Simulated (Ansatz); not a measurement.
# GaN: H interstitial

Computed with DFT PBE, scalar-relativistic, plane waves, PAW in Ansatz 0.2.0. Settings: 420 eV cutoff, 2×2×2 k-mesh, shifted by half a step, Gaussian smearing of 0.01 eV, collinear spin in charge 0 alone.

Host crystal, relaxed:

```yaml
crystal:
  lattice:
    - [3.21837, 0.00000, 0.00000]
    - [-1.60919, 2.78719, 0.00000]
    - [0.00000, 0.00000, 5.24317]
  atoms:
    - { symbol: Ga, position: [0.66667, 0.33333, 0.49913] }
    - { symbol: Ga, position: [0.33333, 0.66667, 0.99913] }
    - { symbol: N, position: [0.66667, 0.33333, 0.87587] }
    - { symbol: N, position: [0.33333, 0.66667, 0.37587] }
```

Supercell of 36 atoms, rows in host cell vectors: 1 2 -1; 1 -1 -1; -2 -1 -1. Atoms relax at the host's cell from a start displaced at random by 0.06 Å near the defect, so other minima may exist. The cell is small, so energies carry finite-size errors of tenths of an eV. The host's Kohn–Sham gap is 1.71 eV. Atoms are taken from and returned to the elements' standard states. Charged cells are corrected for image charges with the computed static dielectric tensor (mean 10.9) and aligned with the host's potential at far atoms (alignment terms reach 0.09 eV; the program doubts the alignment in some charges, where it is up to 0.03 eV). No band-filling term is added, and the Fermi level counts from the host's valence band top.

Defect: H interstitial at (0.000, 0.000, 0.167) of the host cell.

(1) What is the formation energy of the neutral defect?

(2) Does the neutral defect carry a moment, and how do its surroundings relax?

(3) Charges +1, 0, -1 were computed. Which is stable where in the gap?

Results:

(1) 2.82 eV.

(2) It changes the cell's moment by 1.00 μB. The nearest neighbours before are 3 Ga at 2.06 Å, 3 N at 2.16 Å, 3 N at 2.40 Å; after relaxation the atoms near the site are 3 Ga at 2.03 Å, 3 N at 2.19 Å, 2 N at 2.42 Å, 1 N at 2.43 Å; the largest move is 0.03 Å.

(3) Among the charges computed the stable one is +1 at the valence band top and stays so across the gap. Other sites of the defect weren't tried. Levels between neighbouring charges: (+1/0) 2.64 eV, (0/-1) 1.29 eV.